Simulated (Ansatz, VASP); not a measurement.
## Se in VASP and in Ansatz

```
Se
1.0
     4.35517    0.00000    0.00000
    -2.17758    3.77169    0.00000
     0.00000    0.00000    4.89996
Se
3
Direct
  0.21700 0.00000 0.16667
  0.00000 0.21700 0.83333
  0.78300 0.78300 0.50000
```

Change from the starting cell: zz strain of -1 %, PAW files.

Alike in both runs: task electric field gradients; functional PBEsol; k mesh 8 × 8 × 6; occupations fermi-dirac, width 0.02 eV; no spin polarisation.

|  | VASP | Ansatz |
| --- | --- | --- |
| version | VASP 6.6.1 | Ansatz 0.2.0 |
| potentials or method | VASP PAW PBE potentials, release 64 (Se) | PAW with Ansatz's default frozen-core files, scalar-relativistic |
| plane-wave cutoff (eV) | 520 | 420 |
| valence electrons in the cell | 18 | 48 |

|  | VASP | Ansatz | Ansatz less VASP |
| --- | --- | --- | --- |
| gap on the k mesh at the Fermi level (eV) | 1.13 | 1.14 | +0.015 |
| pressure (GPa) | 4.1 | 3.8 | -0.26 |
| largest component of the traceless stress (GPa) | 2.23 | 2.11 | -0.114 |
| rms of the force components (eV/Å) | 0.709 | 0.672 | -0.0371 |
| Vzz of the field gradient on the site that differs most (V/Å²) | -478.6 | -498.1 | -19.51 |

Atom by atom the forces differ by 0.037 eV/Å (rms over components). The two sets of potentials don't hold the same shells in valence.

Caveats: the PAW data sets were made with another functional, which shifts forces and pressure a little (VASP). A k mesh can miss the band edges.
